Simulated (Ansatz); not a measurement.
# Co (P6_3/mmc) in Ansatz: settings compared

One crystal, Co, is run at these levels: PBE, PBEsol; tasks: band structure.

Everything below comes from runs of Ansatz 0.2.0. Logs are shortened: lines on timing, memory, paths and dates and some standing lists are left out, and cuts for length are marked.

**1. The crystal as given**

It takes space group P6_3/mmc (No. 194, hexagonal). The conventional cell has a = 2.472 Å, b = 2.472 Å, c = 4.021 Å, α = 90.00°, β = 90.00°, γ = 120.00°. Co (site symmetry -6m2) is surrounded by 12 Co at 2.47 Å.

**2. Band structure, PBE, collinear spin, ferromagnetic start**

input.yaml reads:

```yaml
crystal:
  lattice:
    - [2.4719999032, 0.0, 0.0]
    - [-1.2359999516, 2.1408147143, 0.0]
    - [0.0, 0.0, 4.02114408]
  atoms:
    - { symbol: Co, position: [0.6666666667, 0.3333333333, 0.75], spin: 2.0 }
    - { symbol: Co, position: [0.3333333333, 0.6666666667, 0.25], spin: 2.0 }
kpoints:
  mp_grid: { grid: [12, 12, 7] }
  band_path:
    path:
      - [0.0, 0.0, 0.0]
      - [0.5, 0.0, 0.0]
      - [0.3333333333, 0.3333333333, 0.0]
      - [0.0, 0.0, 0.0]
      - [0.0, 0.0, 0.5]
      - [0.5, 0.0, 0.5]
      - [0.3333333333, 0.3333333333, 0.5]
      - [0.0, 0.0, 0.5]
    npoints: 8
scf:
  occupations: { method: fermi_dirac, width: 0.05 }
hamiltonian:
  xc: pbe
  pseudopotentials: { kind: all_electron, lapw: { basis_error: 0.001 } }
magnetization:
  spin_polarized: true
output:
  forces: true
  stress: true
  eigenvalues: true
```

Potentials or basis: all-electron LAPW, scalar-relativistic.

Run with:

```sh
ansatz run input.yaml --threads 2 --pin off --max-ram 6144MiB --backend cpu --events-out ev --progress --plain --runs-dir out
```

The log of the run:

```text
Warning: RAYON_NUM_THREADS=2 ignored (pool sized by the plan → 2); use --threads N
LAPW: plane waves up to 9.095 Å⁻¹, error target 1.0e-3 eV per atom; small_component_spin mean_spin; Co in spheres of 1.233 Å, 17 of its electrons in bands, Dirac shells [] (how accurate: hamiltonian.pseudopotentials.lapw.basis_error, Limitations)
Engine: ansatz 0.2.0, aarch64-unknown-linux-gnu
Pseudopotentials: kind: all_electron
Pseudopotential: Co, LAPW, valence charge 17, lapw/all_electron/scalar/gaussian/Co, Koelling and Harmon's equation, gaussian nucleus
Functional definition: PBE
  parameter kappa = 0.804
  parameter beta = 0.06672455060314922
  exchange = pbe_x(kappa = kappa, mu = beta*pi^2/3)
  correlation = pbe_c(beta = beta)
Crystal: 2 atoms, lattice volume = 21.280 Å³
Basis set: ecut = 315.14779257486185 eV, 287 PW (Γ), exchange–correlation at level 2
Bands: 23, of which v1, the nominal top of the filled ones, is band 17 counted from 1 (16 counted from 0)
Symmetry: 24 space group operations
Space group: P63/mmc (ITA 194), of the structure as read, at distance tolerance 2.8e-5 Å
Magnetic group: BNS 194.263 (UNI 1493), of the structure as read, at distance tolerance 2.8e-5 Å
k-points: 76 of 1008
Non-local potential: Co, projectors of the file, none
Initial density: superposition of atomic densities (chi_scale 0.1, normalization cell)
Starting moments: Σ|m| = 4 μB on 2 of 2 sites
Initial wavefunctions: plane waves of lowest kinetic energy (no species holds an atomic orbital)
Functional: x = pbe(κ = 0.804, μ = 0.2195149727645171), c = pbe(β = 0.06672455060314922)
iter 1 solved again at ethr=2.84e-5 eV; its pass at ethr=1.00e-1 eV (dr2=9.67e-3 eV) is discarded
SCF iter   1: F=—  HF=-75835.021212 eV  |F-HF|=—  |Δ(HF+E_count)|=         —  Δρ=1.82e-2 (↑1.80e-2 ↓1.82e-2)  dr2=9.76e-3  dr2_m=6.03e-2  M=3.257 μB ∫|m|=3.383 μB  β_m=0.30  ethr=2.84e-5  ⟨swp⟩=3.4  Hψ=27165  notcnv=0
Mixer restart at iter 1: flushing history
preconditioner: auto → none  [metal: Δε(μ)=0.004 eV  Ē_g=9.760 eV  σ=0.050 eV  W_gap=0.02  n_scr=8 (ndim 8)  ℏωp=34.2 eV  f_vac=0.000  D(μ)=1.93/eV (n_scr^D=22)  sad-step TF]
SCF iter   2: F=—  HF=-75835.082014 eV  |F-HF|=—  |Δ(HF+E_count)|=   6.08e-2  Δρ=1.32e-2 (↑1.28e-2 ↓1.32e-2)  dr2=6.14e-3  dr2_m=3.09e-2  M=3.244 μB ∫|m|=3.408 μB  β_m=0.46  ethr=2.84e-5  ⟨swp⟩=2.4  Hψ=9923  notcnv=0
SCF iter   3: F=—  HF=-75835.139966 eV  |F-HF|=—  |Δ(HF+E_count)|=   5.80e-2  Δρ=5.65e-3 (↑5.26e-3 ↓5.65e-3)  dr2=1.47e-3  dr2_m=5.13e-3  M=3.212 μB ∫|m|=3.450 μB  β_m=0.45  ethr=1.80e-5  ⟨swp⟩=3.0  Hψ=11086  notcnv=0
iter 4 solved again at ethr=3.86e-7 eV; its pass at ethr=4.33e-6 eV (dr2=1.31e-4 eV) is discarded
SCF iter   4: F=—  HF=-75835.154838 eV  |F-HF|=—  |Δ(HF+E_count)|=   1.49e-2  Δρ=1.62e-3 (↑1.24e-3 ↓1.62e-3)  dr2=1.31e-4  dr2_m=3.56e-4  M=3.205 μB ∫|m|=3.486 μB  β_m=0.72  ethr=3.86e-7  ⟨swp⟩=2.0  Hψ=17391  notcnv=0
SCF iter   5: F=—  HF=-75835.157805 eV  |F-HF|=—  |Δ(HF+E_count)|=   2.97e-3  Δρ=2.59e-4 (↑2.15e-4 ↓2.59e-4)  dr2=1.26e-6  dr2_m=1.03e-5  M=3.210 μB ∫|m|=3.524 μB  β_m=0.77  ethr=3.85e-7  ⟨swp⟩=3.0  Hψ=11025  notcnv=0
SCF iter   6: F=—  HF=-75835.157890 eV  |F-HF|=—  |Δ(HF+E_count)|=   8.56e-5  Δρ=2.87e-5 (↑2.87e-5 ↓2.06e-5)  dr2=1.31e-7  dr2_m=7.75e-8  M=3.211 μB ∫|m|=3.531 μB  β_m=0.84  ethr=3.71e-9  ⟨swp⟩=3.5  Hψ=11222  notcnv=0
SCF iter   7: F=—  HF=-75835.157891 eV  |F-HF|=—  |Δ(HF+E_count)|=   8.35e-7  Δρ=5.01e-6 (↑3.07e-6 ↓5.01e-6)  dr2=3.94e-9  dr2_m=2.08e-9  M=3.211 μB ∫|m|=3.531 μB  β_m=0.84  ethr=3.84e-10  ⟨swp⟩=3.0  Hψ=10479  notcnv=0
SCF iter   8: F=-75835.157891 eV  HF=-75835.157891 eV  |F-HF|=7.86e-10  |Δ(HF+E_count)|=   3.42e-8  Δρ=1.47e-6 (↑7.93e-7 ↓1.47e-6)  dr2=1.99e-10  dr2_m=1.99e-10  M=3.211 μB ∫|m|=3.531 μB  ethr=1.16e-11  ⟨swp⟩=3.0  Hψ=10691  notcnv=0
SCF 1 converged in 8 iterations: F = -75835.157891 eV  dr2 = 1.99e-10
NSCF: frozen V_eff on 57 k-points
SCF converged after 8 iterations
Magnetization: 3.2109 μB (18.6055 up, 15.3945 down)
Absolute magnetization: 3.5311 μB (∫|ρ↑−ρ↓|)
Spin contamination: 0.0539 ħ² per cell (⟨S²⟩ above its minimum at these occupations)
Per-site moments (μB) at R_I (Å): [(1.6583379848506699, 1.23281462386915), (1.6583379848506699, 1.23281462386915)]
Free energy (F): -75835.157891 eV
Harris-Foulkes:  -75835.157891 eV  (|F-HF|=7.86e-10)
Internal energy: -75835.142204 eV  (E = F + TS)
E sigma→0 (E₀):  -75835.150048 eV
Entropy (-TS):   -0.015688 eV (-7.844 meV/atom)
Fermi energy:    19.533839 eV
--- Per-component energies (eV) ---
  E_band       = -460.138201
  E_kinetic    = 76965.111610
  E_xc         = -3250.057982
  E_electrostatic = -149550.195832  (all electrons and nuclei)
  E_smearing   = -0.015688  (= −TS)
  E_closure    = 0.000000  (closes the sum)
  E_atoms      = -75818.578525  (free atoms, spherical and without spin; not in F)
  Σ components = -75835.157891   (vs F -75835.157891, Δ=0.00e0)
  Basis errors (estimates in eV, not in F): energy 2.2e-4 per atom: plane waves 2.1e-4 (1.1e-4 summed), levels above the bands 1.2e-87, relativity 2.6e-8, radial functions 8.7e-6, core shells 1.0e-9; eigenvalues (radial functions only) 9.9e-7; not estimated: angular momenta, meshes, grids; target (lapw.basis_error) 1.0e-3; muffin-tin radii Co 1.233 Å
--- Forces (eV/Å), atoms counted from 1 ---
  atom   1  Co    -0.00000000    -0.00000000     0.00000000
  atom   2  Co    -0.00000000     0.00000000     0.00000000
  max |Σ_I F_I| component: 9.25e-18 eV/Å
--- Stress (GPa, compression-positive) ---
        5.571896       0.000000       0.000000
        0.000000       5.571896       0.000000
        0.000000       0.000000       2.799792
  P = ⅓ Tr σ = 4.6479 GPa (46.479 kbar)
--- Band table (eV; the first three rows and the last of 152) ---
  k-point 0 ↑: bands = ["-76.5428", "-76.4825", "-39.9524", "-39.6484", "-39.6484", "-39.6054", "-39.5990", "-39.5990", "10.4042", "14.2487", "16.8505", "16.9067", "16.9067", "17.2256", "17.2256", "17.6093", "17.6093", "18.7308", "18.7308", "19.2842", "25.9241", "41.5263", "44.3724"]
  k-point 1 ↑: bands = ["-76.5398", "-76.4855", "-39.9355", "-39.6459", "-39.6459", "-39.6229", "-39.6015", "-39.6015", "10.6113", "14.2002", "16.7968", "16.8569", "16.8569", "17.1703", "17.1703", "17.7332", "17.7332", "18.5357", "18.7185", "18.7185", "27.0849", "41.4203", "43.2097"]
  k-point 2 ↑: bands = ["-76.5315", "-76.4939", "-39.8879", "-39.6716", "-39.6391", "-39.6391", "-39.6083", "-39.6083", "11.2129", "13.9271", "16.6621", "16.7965", "16.7965", "17.0381", "17.0381", "17.3028", "18.0000", "18.0000", "18.6587", "18.6587", "29.6652", "39.6376", "41.8506"]
  k-point 75 ↓: bands = ["-74.4061", "-74.4061", "-37.8812", "-37.8812", "-37.8196", "-37.7947", "-37.6568", "-37.6568", "16.7952", "16.8716", "16.9019", "16.9019", "17.7496", "17.7496", "19.2338", "19.5018", "20.6546", "20.6546", "25.9552", "25.9552", "27.0683", "28.3226", "30.0186"]
```

Wall time 24 s (2 threads of Arm Neoverse V1, shared host); peak memory 0.51 GiB.

Results:

| Quantity | Value |
| --- | --- |
| Free energy | -75835.1579 eV |
| Pressure | 4.6 GPa |
| Band gap along the path | none (metal or under the smearing width) |
| Net moment | 3.21 μB per cell |
| Absolute moment | 3.53 μB per cell |
| Site moments | Co +1.66 μB |

Stress tensor (GPa, compression positive):
```
5.57 0.00 0.00
0.00 5.57 0.00
0.00 0.00 2.80
```

Levels at the corners of the path, in eV from the Fermi level:
Spin up:
| point | band 16 | band 17 | band 18 | band 19 | band 20 | band 21 | band 22 | band 23 |
| --- | --- | --- | --- | --- | --- | --- | --- | --- |
| Γ | -1.92 | -1.92 | -0.80 | -0.80 | -0.25 | 6.39 | 21.99 | 24.84 |
| M | -0.64 | -0.58 | -0.49 | 1.34 | 3.39 | 9.72 | 10.38 | 12.79 |
| K | -0.91 | -0.91 | -0.81 | 4.55 | 5.40 | 5.40 | 12.43 | 13.17 |
| Γ | -1.92 | -1.92 | -0.80 | -0.80 | -0.25 | 6.39 | 21.99 | 24.84 |
| A | -2.69 | -1.12 | -1.12 | -1.12 | -1.12 | 14.98 | 14.98 | 22.72 |
| L | -1.06 | -0.55 | -0.55 | 1.56 | 1.56 | 7.39 | 7.39 | 18.52 |
| H | -1.91 | -0.74 | -0.74 | 5.79 | 5.79 | 7.40 | 7.40 | 9.70 |
| A | -2.69 | -1.12 | -1.12 | -1.12 | -1.12 | 14.98 | 14.98 | 22.72 |
Spin down:
| point | band 13 | band 14 | band 15 | band 16 | band 17 | band 18 | band 19 | band 20 |
| --- | --- | --- | --- | --- | --- | --- | --- | --- |
| Γ | -0.98 | -0.61 | -0.61 | -0.31 | -0.14 | -0.14 | 1.10 | 1.10 |
| M | -1.13 | -1.09 | -0.66 | 1.26 | 1.36 | 1.42 | 2.61 | 4.38 |
| K | -1.43 | -1.43 | -0.34 | 0.94 | 0.94 | 1.09 | 5.36 | 6.18 |
| Γ | -0.98 | -0.61 | -0.61 | -0.31 | -0.14 | -0.14 | 1.10 | 1.10 |
| A | -1.04 | -1.04 | -1.04 | -1.04 | 0.75 | 0.75 | 0.75 | 0.75 |
| L | -0.04 | -0.04 | 0.22 | 0.22 | 1.36 | 1.36 | 2.23 | 2.23 |
| H | -1.81 | -1.81 | -0.19 | -0.19 | 1.13 | 1.13 | 6.44 | 6.44 |
| A | -1.04 | -1.04 | -1.04 | -1.04 | 0.75 | 0.75 | 0.75 | 0.75 |

**3. Band structure, PBEsol, collinear spin, ferromagnetic start**

input.yaml: that of step 2 with these lines changed.

```diff
@@ -24,3 +24,3 @@
 hamiltonian:
-  xc: pbe
+  xc: pbesol
   pseudopotentials: { kind: all_electron, lapw: { basis_error: 0.001 } }
```

Potentials or basis: all-electron LAPW, scalar-relativistic.

Run with:

```sh
ansatz run input.yaml --threads 2 --pin off --max-ram 6144MiB --backend cpu --events-out ev --progress --plain --runs-dir out
```

The log of the run:

```text
Warning: RAYON_NUM_THREADS=2 ignored (pool sized by the plan → 2); use --threads N
LAPW: plane waves up to 9.095 Å⁻¹, error target 1.0e-3 eV per atom; small_component_spin mean_spin; Co in spheres of 1.233 Å, 17 of its electrons in bands, Dirac shells [] (how accurate: hamiltonian.pseudopotentials.lapw.basis_error, Limitations)
Engine: ansatz 0.2.0, aarch64-unknown-linux-gnu
Pseudopotentials: kind: all_electron
Pseudopotential: Co, LAPW, valence charge 17, lapw/all_electron/scalar/gaussian/Co, Koelling and Harmon's equation, gaussian nucleus
Functional definition: PBEsol
  exchange = pbesol_x
  correlation = pbesol_c
Crystal: 2 atoms, lattice volume = 21.280 Å³
Basis set: ecut = 315.1384648011803 eV, 287 PW (Γ), exchange–correlation at level 2
Bands: 23, of which v1, the nominal top of the filled ones, is band 17 counted from 1 (16 counted from 0)
Symmetry: 24 space group operations
Space group: P63/mmc (ITA 194), of the structure as read, at distance tolerance 2.8e-5 Å
Magnetic group: BNS 194.263 (UNI 1493), of the structure as read, at distance tolerance 2.8e-5 Å
k-points: 76 of 1008
Non-local potential: Co, projectors of the file, none
Initial density: superposition of atomic densities (chi_scale 0.1, normalization cell)
Starting moments: Σ|m| = 4 μB on 2 of 2 sites
Initial wavefunctions: plane waves of lowest kinetic energy (no species holds an atomic orbital)
Functional: x = pbesol(κ = 0.804, μ = 0.12345679012345678), c = pbesol(β = 0.046)
[... 19 lines left out ...]
Free energy (F): -75768.855622 eV
Harris-Foulkes:  -75768.855622 eV  (|F-HF|=1.32e-9)
Internal energy: -75768.839813 eV  (E = F + TS)
E sigma→0 (E₀):  -75768.847718 eV
Entropy (-TS):   -0.015809 eV (-7.905 meV/atom)
Fermi energy:    19.347736 eV
--- Per-component energies (eV) ---
  E_band       = -463.143181
  E_kinetic    = 76885.199940
  E_xc         = -3181.844523
  E_electrostatic = -149472.195230  (all electrons and nuclei)
  E_smearing   = -0.015809  (= −TS)
  E_closure    = 0.000000  (closes the sum)
  E_atoms      = -75750.878730  (free atoms, spherical and without spin; not in F)
  Σ components = -75768.855622   (vs F -75768.855622, Δ=0.00e0)
  Basis errors (estimates in eV, not in F): energy 2.2e-4 per atom: plane waves 2.1e-4 (1.1e-4 summed), levels above the bands 2.3e-87, relativity 1.8e-8, radial functions 7.2e-6, core shells 1.0e-9; eigenvalues (radial functions only) 9.9e-7; not estimated: angular momenta, meshes, grids; target (lapw.basis_error) 1.0e-3; muffin-tin radii Co 1.233 Å
--- Forces (eV/Å), atoms counted from 1 ---
  atom   1  Co    -0.00000000    -0.00000000     0.00000000
  atom   2  Co    -0.00000000     0.00000000     0.00000000
  max |Σ_I F_I| component: 2.31e-17 eV/Å
--- Stress (GPa, compression-positive) ---
       -4.903773       0.000000       0.000000
        0.000000      -4.903773       0.000000
        0.000000       0.000000      -7.718281
  P = ⅓ Tr σ = -5.8419 GPa (-58.419 kbar)
--- Band table (eV; the first three rows and the last of 152) ---
  k-point 0 ↑: bands = ["-76.4046", "-76.3432", "-39.9555", "-39.6480", "-39.6480", "-39.6039", "-39.5981", "-39.5981", "10.1651", "14.0469", "16.6782", "16.7373", "16.7373", "17.0585", "17.0585", "17.4482", "17.4482", "18.5772", "18.5772", "19.0435", "25.7233", "41.2829", "44.1190"]
  k-point 1 ↑: bands = ["-76.4016", "-76.3463", "-39.9384", "-39.6456", "-39.6456", "-39.6216", "-39.6006", "-39.6006", "10.3723", "13.9951", "16.6239", "16.6874", "16.6874", "17.0029", "17.0029", "17.5727", "17.5727", "18.3054", "18.5648", "18.5648", "26.8768", "41.1765", "42.9623"]
  k-point 2 ↑: bands = ["-76.3931", "-76.3548", "-39.8901", "-39.6709", "-39.6386", "-39.6386", "-39.6075", "-39.6075", "10.9741", "13.7101", "16.4870", "16.6269", "16.6269", "16.8699", "16.8699", "17.0931", "17.8410", "17.8410", "18.5044", "18.5044", "29.4475", "39.3987", "41.6041"]
  k-point 75 ↓: bands = ["-74.3031", "-74.3031", "-37.9186", "-37.9186", "-37.8567", "-37.8315", "-37.6915", "-37.6915", "16.6079", "16.6868", "16.7095", "16.7095", "17.5651", "17.5651", "19.0419", "19.3103", "20.4680", "20.4680", "25.7785", "25.7785", "26.9007", "28.1552", "29.8160"]
```

Wall time 24 s (2 threads of Arm Neoverse V1, shared host); peak memory 0.51 GiB.

Results:

```yaml
Free_energy: -75768.8556 eV
Pressure: -5.8 GPa
Band_gap_along_the_path: none (metal or under the smearing width)
Net_moment: 3.20 μB per cell
Absolute_moment: 3.49 μB per cell
Site_moments: Co +1.65 μB
```

Levels at the corners of the path, in eV from the Fermi level:
Spin up:
| point | band 17 | band 18 | band 19 | band 20 | band 21 | band 22 |
| --- | --- | --- | --- | --- | --- | --- |
| Γ | -1.90 | -0.77 | -0.77 | -0.30 | 6.38 | 21.94 |
| M | -0.54 | -0.46 | 1.33 | 3.37 | 9.67 | 10.33 |
| K | -0.89 | -0.78 | 4.53 | 5.37 | 5.37 | 12.38 |
| Γ | -1.90 | -0.77 | -0.77 | -0.30 | 6.38 | 21.94 |
| A | -1.09 | -1.09 | -1.09 | -1.09 | 14.94 | 14.94 |
| L | -0.52 | -0.52 | 1.52 | 1.52 | 7.38 | 7.38 |
| H | -0.71 | -0.71 | 5.75 | 5.75 | 7.38 | 7.38 |
| A | -1.09 | -1.09 | -1.09 | -1.09 | 14.94 | 14.94 |
Spin down:
```
point  band 13  band 14  band 15  band 16  band 17  band 18  band 19  band 20
    Γ    -0.99    -0.62    -0.62    -0.29    -0.15    -0.15     1.10     1.10
    M    -1.13    -1.10    -0.66     1.26     1.36     1.42     2.61     4.39
    K    -1.43    -1.43    -0.35     0.94     0.94     1.09     5.38     6.18
    Γ    -0.99    -0.62    -0.62    -0.29    -0.15    -0.15     1.10     1.10
    A    -1.05    -1.05    -1.05    -1.05     0.74     0.74     0.74     0.74
    L    -0.05    -0.05     0.23     0.23     1.36     1.36     2.23     2.23
    H    -1.81    -1.81    -0.20    -0.20     1.13     1.13     6.45     6.45
    A    -1.05    -1.05    -1.05    -1.05     0.74     0.74     0.74     0.74
```
